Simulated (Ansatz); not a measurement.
The system is AlNi.

```
CELL_PARAMETERS angstrom
1.93869 -1.95319 0.00000
1.93869 1.95319 0.00000
0.00000 0.00000 3.09943
ATOMIC_POSITIONS crystal
Ni 0.50000 0.50000 0.50000
Al 0.00000 0.00000 0.00000
```

The cell comes from a database or a generator and needn't be the stable form of this composition.

- Program: Ansatz 0.2.0
- Task: single point
- Functional: PBEsol
- Potentials or basis: Ansatz PAW
- Cutoff: 420 eV (not typed: the program's choice for these potentials)
- k mesh: 10 × 10 × 9
- Occupations: fermi-dirac, width 0.05 eV
- Spin: collinear spin, ferromagnetic start
- Starting moments: [1.0, 0.0] μB

On this cell: pressure 0.5 GPa; largest force under 0.003 eV/Å; net moment 0.00 μB per cell; band gap on the k mesh none (metal or under the smearing width).

The same run follows on a disturbed copy (atoms moved at random, drawn with an rms of 0.05 Å):

```
Ni Al
1.0
     1.93869   -1.95319    0.00000
     1.93869    1.95319    0.00000
     0.00000    0.00000    3.09943
Ni Al
1 1
Cartesian
  1.9500 0.0212 1.5539
  -0.0405 -0.0285 -0.0183
```

**Question.** What does the disturbed cell give?

**Answer.** The energy (extrapolated to zero smearing) moves by +8.3 meV/atom; pressure 0.8 GPa; largest force 0.440 eV/Å; net moment 0.00 μB per cell; band gap on the k mesh none (metal or under the smearing width).

Forces on the atoms (eV/Å):
```
Ni  -0.308 -0.278 -0.147
Al   0.308  0.278  0.147
```

Stress tensor (GPa, compression positive):
```
 3.96 -0.10  0.19
-0.10  2.27  0.17
 0.19  0.17 -3.72
```

Caveats: the PAW data sets come from PBE, with cores solved anew for the run's functional, which leaves a small shift of forces and pressure; the starting moments weren't kept.
